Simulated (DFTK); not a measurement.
The system is ZrS2.

```xyz
3
Lattice="3.6914 0.0000 0.0000 -1.8457 3.1968 0.0000 0.0000 0.0000 6.0411" Properties=species:S:1:pos:R:3 pbc="T T T"
Zr    0.0000    0.0000    0.0000
S     0.0000    2.1312    1.4372
S     1.8457    1.0656    4.6038
```

The cell is a database's computed one.

Base run:

- Program: DFTK 0.8.2
- Functional: LDA
- Potentials or basis: SG15 1.2 (PBE)
- Cutoff: 1225 eV
- k mesh: 6 × 6 × 4
- Occupations: fermi-dirac, width 0.05 eV
- Spin: no spin polarisation

Its results: band gap on the k mesh 0.94 eV, indirect (least direct gap 1.52 eV); pressure -3.4 GPa; largest force 0.140 eV/Å.

After a change of settings the same cell gave: band gap on the k mesh 1.13 eV, indirect (least direct gap 1.68 eV); pressure 2.4 GPa; largest force 0.091 eV/Å. Which change was it?
A. functional from LDA to r2SCAN
B. functional from LDA to PBEsol
C. functional from LDA to RPBE
D. functional from LDA to BLYP

C.

RPBE binds less tightly than LDA, so the same cell stands under more pressure.

Caveats: the potentials were made for another functional, which shifts forces and pressure; this functional lacks dispersion, which binds the layers, so the pressure and a relaxed spacing across them are unreliable (some runs).

Runs at the PBE level aren't shown here.
